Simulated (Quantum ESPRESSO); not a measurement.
# Ga (Cmcm) in Quantum ESPRESSO: reference runs

How does Ga come out in PBEsol? The cell is run as given and disturbed.

Everything below comes from runs of Quantum ESPRESSO 7.5. Logs are shortened: lines on timing, memory, paths and dates and some standing lists are left out, and cuts for length are marked.

## Step 1: The crystal as given

It takes space group Cmcm (No. 63, orthorhombic). The conventional cell has a = 2.900 Å, b = 8.130 Å, c = 3.170 Å, α = 90.00°, β = 90.00°, γ = 90.00°. Around Ga (site symmetry m2m) lie 8 Ga at 2.68 to 2.90 Å.

This isn't the form of Ga at room conditions, which is orthorhombic.

## Step 2: Single point, PBEsol (atoms moved at random, drawn with an rms of 0.05 Å)

pw.in reads:

```
&CONTROL
  calculation = 'scf'
  prefix = 'pwscf'
  outdir = './tmp'
  pseudo_dir = './pseudo'
  tprnfor = .true.
  tstress = .true.
  disk_io = 'nowf'
/
&SYSTEM
  ibrav = 0
  nat = 2
  ntyp = 1
  ecutwfc = 56
  ecutrho = 448
  nbnd = 27
  occupations = 'smearing'
  smearing = 'fd'
  degauss = 0.00367493
/
&ELECTRONS
  conv_thr = 4d-10
  electron_maxstep = 120
  mixing_beta = 0.5
/
ATOMIC_SPECIES
Ga    69.7230 ga_pbesol_v1.4.uspp.F.UPF
CELL_PARAMETERS angstrom
   1.4500000000   -4.0650000000    0.0000000000
   1.4500000000    4.0650000000    0.0000000000
   0.0000000000    0.0000000000    3.1700000000
ATOMIC_POSITIONS crystal
Ga     0.1426510000    0.8836200000    0.7521610000
Ga     0.8630400000    0.1461870000    0.2619770000
K_POINTS automatic
10 10 8 0 0 0
```

Potentials or basis: GBRV 1.5 PBEsol.

Launch:

```bash
$ OMP_NUM_THREADS=1 mpirun -n 2 pw.x -nk 2 -in pw.in > pw.out
```

pw.out:

```text
This program is part of the open-source Quantum ESPRESSO suite
     for quantum simulation of materials; please cite
[... 10 lines left out ...]
     --------------------
     sticks:   dense  smooth     PW     G-vecs:    dense   smooth      PW
     Sum        1501     753    259                40429    14301    2863

     Using Slab Decomposition

     bravais-lattice index     =            0
     lattice parameter (alat)  =       8.1558  a.u.
     unit-cell volume          =     252.1822 (a.u.)^3
     number of atoms/cell      =            2
     number of atomic types    =            1
     number of electrons       =        38.00
     number of Kohn-Sham states=           27
     kinetic-energy cutoff     =      56.0000  Ry
     charge density cutoff     =     448.0000  Ry
     scf convergence threshold =      4.0E-10
     mixing beta               =       0.5000
     number of iterations used =            8  plain     mixing
     Exchange-correlation= SLA  PW   PSX  PSC
                           (   1   4  10   8   0   0   0)

     celldm(1)=   8.155810  celldm(2)=   0.000000  celldm(3)=   0.000000
     celldm(4)=   0.000000  celldm(5)=   0.000000  celldm(6)=   0.000000

     crystal axes: (cart. coord. in units of alat)
               a(1) = (   0.335969  -0.941873   0.000000 )
               a(2) = (   0.335969   0.941873   0.000000 )
               a(3) = (   0.000000   0.000000   0.734499 )

     reciprocal axes: (cart. coord. in units 2 pi/alat)
               b(1) = (  1.488231 -0.530857  0.000000 )
               b(2) = (  1.488231  0.530857 -0.000000 )
               b(3) = ( -0.000000  0.000000  1.361473 )

     PseudoPot. # 1 for Ga read from file:
     ga_pbesol_v1.4.uspp.F.UPF
     Pseudo is Ultrasoft + core correction, Zval = 19.0
     Generated by new atomic code, or converted to UPF format
     Using radial grid of  871 points,  6 beta functions with:
                l(1) =   0
                l(2) =   0
                l(3) =   1
                l(4) =   1
                l(5) =   2
                l(6) =   2
     Q(r) pseudized with  8 coefficients,  rinner =    1.250   1.250   1.250
                                                       1.250   1.250

     atomic species   valence    mass     pseudopotential
     Ga               19.00    69.72300     Ga( 1.00)

     No symmetry found

   Cartesian axes

     site n.     atom                  positions (alat units)
         1        Ga     tau(   1) = (   0.3447957   0.6978986   0.5524613  )
         2        Ga     tau(   2) = (   0.3390694  -0.6751844   0.1924218  )

     number of k points=   404  Fermi-Dirac smearing, width (Ry)=  0.0037

     Number of k-points >= 100: set verbosity='high' to print them.

     Dense  grid:    40429 G-vectors     FFT dimensions: (  60,  60,  45)

     Smooth grid:    14301 G-vectors     FFT dimensions: (  40,  40,  30)

     Check: negative core charge=   -0.000001

     Initial potential from superposition of free atoms

     starting charge      36.0000, renormalised to      38.0000
     Starting wfcs are   24 randomized atomic wfcs +    3 random wfcs

     Self-consistent Calculation

     iteration #  1     ecut=    56.00 Ry     beta= 0.50
     Davidson diagonalization with overlap
     ethr =  1.00E-02,  avg # of iterations =  5.7

     total energy              =    -820.80421375 Ry
     estimated scf accuracy    <      18.75128443 Ry

     iteration #  2     ecut=    56.00 Ry     beta= 0.50
     Davidson diagonalization with overlap
     ethr =  1.00E-02,  avg # of iterations =  2.5

     total energy              =    -829.77034859 Ry
     estimated scf accuracy    <       4.66920734 Ry

     iteration #  3     ecut=    56.00 Ry     beta= 0.50
     Davidson diagonalization with overlap
     ethr =  1.00E-02,  avg # of iterations =  2.0

     total energy              =    -829.84841626 Ry
     estimated scf accuracy    <       0.54689998 Ry

     iteration #  4     ecut=    56.00 Ry     beta= 0.50
     Davidson diagonalization with overlap
     ethr =  1.44E-03,  avg # of iterations =  2.0

     total energy              =    -829.98586740 Ry
     estimated scf accuracy    <       0.00247685 Ry

     iteration #  5     ecut=    56.00 Ry     beta= 0.50
     Davidson diagonalization with overlap
     ethr =  6.52E-06,  avg # of iterations =  5.4

     total energy              =    -829.98687047 Ry
     estimated scf accuracy    <       0.00131734 Ry

     iteration #  6     ecut=    56.00 Ry     beta= 0.50
     Davidson diagonalization with overlap
     ethr =  3.47E-06,  avg # of iterations =  2.0

     total energy              =    -829.98689428 Ry
     estimated scf accuracy    <       0.00013984 Ry

     iteration #  7     ecut=    56.00 Ry     beta= 0.50
     Davidson diagonalization with overlap
     ethr =  3.68E-07,  avg # of iterations =  3.0

     total energy              =    -829.98695275 Ry
     estimated scf accuracy    <       0.00003239 Ry

     iteration #  8     ecut=    56.00 Ry     beta= 0.50
     Davidson diagonalization with overlap
     ethr =  8.52E-08,  avg # of iterations =  2.9

     total energy              =    -829.98696023 Ry
     estimated scf accuracy    <       0.00000012 Ry

     iteration #  9     ecut=    56.00 Ry     beta= 0.50
     Davidson diagonalization with overlap
     ethr =  3.08E-10,  avg # of iterations =  4.4

     total energy              =    -829.98696054 Ry
     estimated scf accuracy    <       0.00000002 Ry

     iteration # 10     ecut=    56.00 Ry     beta= 0.50
     Davidson diagonalization with overlap
     ethr =  6.22E-11,  avg # of iterations =  1.2

     total energy              =    -829.98696054 Ry
     estimated scf accuracy    <          5.0E-09 Ry

     iteration # 11     ecut=    56.00 Ry     beta= 0.50
     Davidson diagonalization with overlap
     ethr =  1.31E-11,  avg # of iterations =  2.0

     End of self-consistent calculation

     Number of k-points >= 100: set verbosity='high' to print the bands.

     the Fermi energy is    11.0772 ev

!    total energy              =    -829.98696054 Ry
     estimated scf accuracy    <          2.5E-10 Ry
     smearing contrib. (-TS)   =      -0.00024958 Ry
     internal energy E=F+TS    =    -829.98671096 Ry

     The total energy is F=E-TS. E is the sum of the following terms:
     one-electron contribution =    -675.61912370 Ry
     hartree contribution      =     353.09883648 Ry
     xc contribution           =     -95.93819013 Ry
     ewald contribution        =    -411.52823361 Ry

     convergence has been achieved in  11 iterations

     Forces acting on atoms (cartesian axes, Ry/au):

     atom    1 type  1   force =    -0.00034441   -0.00090416    0.00198401
     atom    2 type  1   force =     0.00034441    0.00090416   -0.00198401

     Total force =     0.003122     Total SCF correction =     0.000003

     Computing stress (Cartesian axis) and pressure

          total   stress  (Ry/bohr**3)                   (kbar)     P=      -20.11
  -0.00021284  -0.00000349  -0.00000086          -31.31       -0.51       -0.13
  -0.00000349  -0.00013307  -0.00000002           -0.51      -19.57       -0.00
  -0.00000086  -0.00000002  -0.00006430           -0.13       -0.00       -9.46

=------------------------------------------------------------------------------=
   JOB DONE.
=------------------------------------------------------------------------------=
```

Run time: 3.6 min. Hardware: 2 MPI ranks of Arm Neoverse V1, shared host; peak memory 0.54 GiB.

Results:

* Free energy: -11292.5479 eV
* Pressure: -2.0 GPa
* Largest force: 0.057 eV/Å
* Band gap on the k mesh: none (metal or under the smearing width)

Forces on the atoms (eV/Å):
```
Ga  -0.009 -0.023  0.051
Ga   0.009  0.023 -0.051
```

Levels at points of the mesh, in eV from the Fermi level:
```csv
k point,band 17,band 18,band 19,band 20,band 21,band 22
"(0.00, 0.00, 0.00)",-11.21,-2.18,-1.53,2.93,6.59,7.73
"(0.00, 0.00, -0.50)",-7.44,-7.30,1.77,1.93,2.63,2.63
"(0.00, -0.50, 0.00)",-6.64,-5.40,-1.76,-0.32,6.59,6.80
"(0.00, -0.50, -0.50)",-3.05,-2.93,-1.65,-1.50,1.92,2.04
"(-0.50, -0.50, 0.00)",-9.29,-8.40,5.03,5.81,6.05,7.15
"(-0.50, -0.50, -0.50)",-5.65,-5.56,-4.16,-4.08,9.53,9.72
"(0.50, 0.00, 0.00)",-6.60,-5.47,-1.72,-0.31,6.67,6.88
"(0.50, 0.00, 0.50)",-3.01,-2.88,-1.72,-1.57,1.88,1.99
```

## Step 3: Single point, PBEsol

pw.in reads:

```
&CONTROL
  calculation = 'scf'
  prefix = 'pwscf'
  outdir = './tmp'
  pseudo_dir = './pseudo'
  tprnfor = .true.
  tstress = .true.
  disk_io = 'low'
/
&SYSTEM
  ibrav = 0
  celldm(1) = 8
  nat = 2
  ntyp = 1
  ecutwfc = 56
  ecutrho = 448
  nbnd = 27
  occupations = 'smearing'
  smearing = 'fd'
  degauss = 0.00367493
/
&ELECTRONS
  conv_thr = 4d-10
  electron_maxstep = 120
  mixing_beta = 0.5
/
ATOMIC_SPECIES
Ga    69.7230 ga_pbesol_v1.4.uspp.F.UPF
CELL_PARAMETERS alat
  0.3425128600884  -0.9602170870755   0.0000000000000
  0.3425128600884   0.9602170870755   0.0000000000000
  0.0000000000000   0.0000000000000   0.7488039768830
ATOMIC_POSITIONS crystal
Ga     0.1330000000    0.8670000000    0.7500000000
Ga     0.8670000000    0.1330000000    0.2500000000
K_POINTS automatic
10 10 8 0 0 0
```

pp_density.in reads:

```
&INPUTPP
  prefix = 'pwscf'
  outdir = './tmp'
  filplot = 'density.dat'
  plot_num = 0
/
&PLOT
  nfile = 1
  filepp(1) = 'density.dat'
  iflag = 3
  output_format = 6
  fileout = 'density.cube'
/
```

pp_potential.in reads:

```
&INPUTPP
  prefix = 'pwscf'
  outdir = './tmp'
  filplot = 'potential.dat'
  plot_num = 11
/
&PLOT
  nfile = 1
  filepp(1) = 'potential.dat'
  iflag = 3
  output_format = 6
  fileout = 'potential.cube'
/
```

Potentials or basis: GBRV 1.5 PBEsol.

Launch:

```bash
$ OMP_NUM_THREADS=1 mpirun -n 2 pw.x -nk 2 -in pw.in > pw.out
$ OMP_NUM_THREADS=1 mpirun -n 1 pp.x -in pp_density.in > pp_density.out
$ OMP_NUM_THREADS=1 mpirun -n 1 pp.x -in pp_potential.in > pp_potential.out
```

pw.out:

```text
This program is part of the open-source Quantum ESPRESSO suite
     for quantum simulation of materials; please cite
         "P. Giannozzi et al., J. Phys.:Condens. Matter 21 395502 (2009);
         "P. Giannozzi et al., J. Phys.:Condens. Matter 29 465901 (2017);
         "P. Giannozzi et al., J. Chem. Phys. 152 154105 (2020);
     in publications or presentations arising from this work. More details at

     Message from routine setup:
     using ibrav=0 with symmetry is DISCOURAGED, use correct ibrav instead

     K-points division:     npool     =       2
     Subspace diagonalization in iterative solution of the eigenvalue problem:
     a serial algorithm will be used

     G-vector sticks info
     --------------------
     sticks:   dense  smooth     PW     G-vecs:    dense   smooth      PW
     Sum        1501     753    259                40429    14301    2863

     Using Slab Decomposition

     bravais-lattice index     =            0
     lattice parameter (alat)  =       8.0000  a.u.
     unit-cell volume          =     252.1822 (a.u.)^3
     number of atoms/cell      =            2
     number of atomic types    =            1
     number of electrons       =        38.00
     number of Kohn-Sham states=           27
     kinetic-energy cutoff     =      56.0000  Ry
     charge density cutoff     =     448.0000  Ry
     scf convergence threshold =      4.0E-10
     mixing beta               =       0.5000
     number of iterations used =            8  plain     mixing
     Exchange-correlation= SLA  PW   PSX  PSC
                           (   1   4  10   8   0   0   0)

     celldm(1)=   8.000000  celldm(2)=   0.000000  celldm(3)=   0.000000
     celldm(4)=   0.000000  celldm(5)=   0.000000  celldm(6)=   0.000000

     crystal axes: (cart. coord. in units of alat)
               a(1) = (   0.342513  -0.960217   0.000000 )
               a(2) = (   0.342513   0.960217   0.000000 )
               a(3) = (   0.000000   0.000000   0.748804 )

     reciprocal axes: (cart. coord. in units 2 pi/alat)
               b(1) = (  1.459799 -0.520716  0.000000 )
               b(2) = (  1.459799  0.520716 -0.000000 )
               b(3) = ( -0.000000  0.000000  1.335463 )

     PseudoPot. # 1 for Ga read from file:
     ga_pbesol_v1.4.uspp.F.UPF
     Pseudo is Ultrasoft + core correction, Zval = 19.0
     Generated by new atomic code, or converted to UPF format
     Using radial grid of  871 points,  6 beta functions with:
                l(1) =   0
                l(2) =   0
                l(3) =   1
                l(4) =   1
                l(5) =   2
                l(6) =   2
     Q(r) pseudized with  8 coefficients,  rinner =    1.250   1.250   1.250
                                                       1.250   1.250

     atomic species   valence    mass     pseudopotential
     Ga               19.00    69.72300     Ga( 1.00)

      8 Sym. Ops., with inversion, found ( 4 have fractional translation)

   Cartesian axes

     site n.     atom                  positions (alat units)
         1        Ga     tau(   1) = (   0.3425129   0.7047993   0.5616030  )
         2        Ga     tau(   2) = (   0.3425129  -0.7047993   0.1872010  )

     number of k points=   155  Fermi-Dirac smearing, width (Ry)=  0.0037

     Number of k-points >= 100: set verbosity='high' to print them.

     Dense  grid:    40429 G-vectors     FFT dimensions: (  60,  60,  48)

     Smooth grid:    14301 G-vectors     FFT dimensions: (  40,  40,  30)

     Check: negative core charge=   -0.000001

     Initial potential from superposition of free atoms

     starting charge      36.0000, renormalised to      38.0000
     Starting wfcs are   24 randomized atomic wfcs +    3 random wfcs

     Self-consistent Calculation

     iteration #  1     ecut=    56.00 Ry     beta= 0.50
     Davidson diagonalization with overlap
     ethr =  1.00E-02,  avg # of iterations =  5.7

     total energy              =    -820.80249802 Ry
     estimated scf accuracy    <      18.75304848 Ry

     iteration #  2     ecut=    56.00 Ry     beta= 0.50
     Davidson diagonalization with overlap
     ethr =  1.00E-02,  avg # of iterations =  2.6

     total energy              =    -829.77050842 Ry
     estimated scf accuracy    <       4.66663526 Ry

     iteration #  3     ecut=    56.00 Ry     beta= 0.50
     Davidson diagonalization with overlap
     ethr =  1.00E-02,  avg # of iterations =  2.0

     total energy              =    -829.84600765 Ry
     estimated scf accuracy    <       0.54697597 Ry

     iteration #  4     ecut=    56.00 Ry     beta= 0.50
     Davidson diagonalization with overlap
     ethr =  1.44E-03,  avg # of iterations =  2.1

     total energy              =    -829.98517689 Ry
     estimated scf accuracy    <       0.00314516 Ry

     iteration #  5     ecut=    56.00 Ry     beta= 0.50
     Davidson diagonalization with overlap
     ethr =  8.28E-06,  avg # of iterations =  4.6
[... 15 lines left out ...]
     total energy              =    -829.98666987 Ry
     estimated scf accuracy    <       0.00003190 Ry

     iteration #  8     ecut=    56.00 Ry     beta= 0.50
     Davidson diagonalization with overlap
     ethr =  8.39E-08,  avg # of iterations =  2.1

     total energy              =    -829.98667629 Ry
     estimated scf accuracy    <       0.00000010 Ry

     iteration #  9     ecut=    56.00 Ry     beta= 0.50
     Davidson diagonalization with overlap
     ethr =  2.73E-10,  avg # of iterations =  3.3

     total energy              =    -829.98667639 Ry
     estimated scf accuracy    <          6.8E-09 Ry

     iteration # 10     ecut=    56.00 Ry     beta= 0.50
     Davidson diagonalization with overlap
     ethr =  1.78E-11,  avg # of iterations =  2.3

     End of self-consistent calculation

     Number of k-points >= 100: set verbosity='high' to print the bands.

     the Fermi energy is    11.0800 ev

!    total energy              =    -829.98667639 Ry
     estimated scf accuracy    <          2.5E-10 Ry
     smearing contrib. (-TS)   =      -0.00022563 Ry
     internal energy E=F+TS    =    -829.98645076 Ry

     The total energy is F=E-TS. E is the sum of the following terms:
     one-electron contribution =    -675.07848567 Ry
     hartree contribution      =     352.82841670 Ry
     xc contribution           =     -95.93704055 Ry
     ewald contribution        =    -411.79934124 Ry

     convergence has been achieved in  10 iterations

     Forces acting on atoms (cartesian axes, Ry/au):

     atom    1 type  1   force =    -0.00000000   -0.00812416    0.00000000
     atom    2 type  1   force =     0.00000000    0.00812416    0.00000000

     Total force =     0.011489     Total SCF correction =     0.000002

     Computing stress (Cartesian axis) and pressure

          total   stress  (Ry/bohr**3)                   (kbar)     P=      -21.26
  -0.00025556   0.00000000   0.00000000          -37.59        0.00        0.00
   0.00000000  -0.00012109   0.00000000            0.00      -17.81        0.00
   0.00000000   0.00000000  -0.00005697            0.00        0.00       -8.38

=------------------------------------------------------------------------------=
   JOB DONE.
=------------------------------------------------------------------------------=
```

Wall time 68 s (2 MPI ranks of Arm Neoverse V2, shared host); peak memory 0.36 GiB.

What came out:

```yaml
Free_energy: -11292.5440 eV
Pressure: -2.1 GPa
Largest_force: 0.209 eV/Å
Band_gap_on_the_k_mesh: none (metal or under the smearing width)
```

Forces on the atoms (eV/Å):
```
Ga   0.000 -0.209  0.000
Ga   0.000  0.209  0.000
```

Levels at points of the mesh, in eV from the Fermi level:
| k point | band 15 | band 16 | band 17 | band 18 | band 19 | band 20 | band 21 | band 22 | band 23 | band 24 |
| --- | --- | --- | --- | --- | --- | --- | --- | --- | --- | --- |
| (0.00, 0.00, 0.00) | -14.69 | -14.53 | -11.20 | -2.22 | -1.53 | 2.94 | 6.61 | 7.87 | 8.80 | 10.51 |
| (0.00, 0.00, -0.50) | -14.62 | -14.62 | -7.36 | -7.36 | 1.90 | 1.90 | 2.54 | 2.54 | 10.40 | 10.40 |
| (0.00, -0.50, 0.00) | -14.60 | -14.59 | -6.65 | -5.37 | -1.71 | -0.39 | 6.54 | 6.77 | 8.94 | 9.36 |
| (0.00, -0.50, -0.50) | -14.59 | -14.59 | -3.00 | -3.00 | -1.55 | -1.55 | 1.91 | 1.91 | 4.28 | 4.28 |
| (-0.50, -0.50, 0.00) | -14.65 | -14.61 | -9.17 | -8.54 | 5.18 | 5.83 | 5.90 | 7.12 | 7.24 | 9.41 |
| (-0.50, -0.50, -0.50) | -14.67 | -14.67 | -5.54 | -5.54 | -4.19 | -4.19 | 9.64 | 9.64 | 11.47 | 11.47 |
